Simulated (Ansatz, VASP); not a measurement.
## Sr: VASP beside Ansatz

The input INCAR:

```
SYSTEM = Sr
  PREC = Accurate
  ENCUT = 520
  EDIFF = 1E-6
  ISMEAR = 0
  SIGMA = 0.13605693122994
  LREAL = .FALSE.
  LASPH = .TRUE.
  NELM = 80
  ALGO = Normal
  ISIF = 2
  LWAVE = .FALSE.
  LCHARG = .TRUE.
  GGA = PE
  LELF = .TRUE.
  LVHAR = .TRUE.
  NBANDS = 11
```

The input KPOINTS:

```
Automatic mesh
0
G
  4 4 4
  0 0 0
```

File POSCAR:

```
Sr
1.0
   -2.4250000000      2.4250000000      2.4250000000
    2.4250000000     -2.4250000000      2.4250000000
    2.4250000000      2.4250000000     -2.4250000000
Sr
1
Direct
    0.0000000000      0.0000000000      0.0000000000
```

Input for Ansatz:

```yaml
crystal:
  lattice:
    - [-2.425, 2.425, 2.425]
    - [2.425, -2.425, 2.425]
    - [2.425, 2.425, -2.425]
  atoms:
    - { symbol: Sr, position: [0.0, 0.0, 0.0] }
basis:
  ecutwfc: "22 Ha"
  precision: f64
kpoints:
  mp_grid: { grid: [4, 4, 4] }
hamiltonian:
  xc: pbe
scf:
  occupations: { method: gaussian, width: "0.01 Ry" }
output:
  forces: true
  stress: true
  eigenvalues: true
```

Alike in both runs: task single point; functional PBE; k mesh 4 × 4 × 4; no spin polarisation.

|  | VASP | Ansatz |
| --- | --- | --- |
| version | VASP 6.6.1 | Ansatz 0.2.0 |
| potentials or method | VASP PAW PBE potentials, release 64 (Sr_sv) | scalar-relativistic, plane waves, PAW |
| plane-wave cutoff (eV) | 520 | 599 |
| occupations | gaussian, width 0.136057 eV | gaussian |
| valence electrons in the cell | 10 | 10 |

|  | VASP | Ansatz | Ansatz less VASP |
| --- | --- | --- | --- |
| gap on the k mesh at the Fermi level (eV) | none | none | - |
| pressure (GPa) | -0.7 | -0.7 | -0.01 |

A gap of «none» marks a metal or a gap that the smearing closes.

Caveats: the k mesh is coarse (spacing up to 0.46 Å⁻¹), so the values aren't converged.
